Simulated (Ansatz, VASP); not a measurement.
# NiSb in VASP and in Ansatz

```
CELL_PARAMETERS angstrom
3.94000 0.00000 0.00000
-1.97000 3.41214 0.00000
0.00000 0.00000 5.14000
ATOMIC_POSITIONS crystal
Ni 0.00000 0.00000 0.00000
Ni 0.00000 0.00000 0.50000
Sb 0.33333 0.66667 0.25000
Sb 0.66667 0.33333 0.75000
```

Alike in both runs: task single point; functional PBE; k mesh 8 × 8 × 6; occupations gaussian, width 0.1 eV; no spin polarisation; Hubbard terms Ni d U = 6.1 eV.

```csv
,VASP,Ansatz
version,VASP 6.6.1,Ansatz 0.2.0
potentials or method,"VASP PAW PBE potentials, release 64 (Ni, Sb)","PAW, plane waves, scalar-relativistic"
plane-wave cutoff (eV),520,420
valence electrons in the cell,30,66
```

|  | VASP | Ansatz | Ansatz less VASP |
| --- | --- | --- | --- |
| pressure (GPa) | -2.8 | 1.8 | +4.67 |
| largest component of the traceless stress (GPa) | 0.70 | 0.38 | -0.322 |

The programs project onto different local orbitals, so the same U acts differently. The two sets of potentials don't hold the same shells in valence. Ansatz warned: «filled_band_counts_differ_across_k_points».

Caveats: U without spin polarisation on a metal has little footing; the U is typed as a test and isn't derived for this compound. Spin polarisation is off, so any magnetic state and its effect on volume and gap are missing. Spin-orbit coupling is left out, which matters for the levels of Sb.
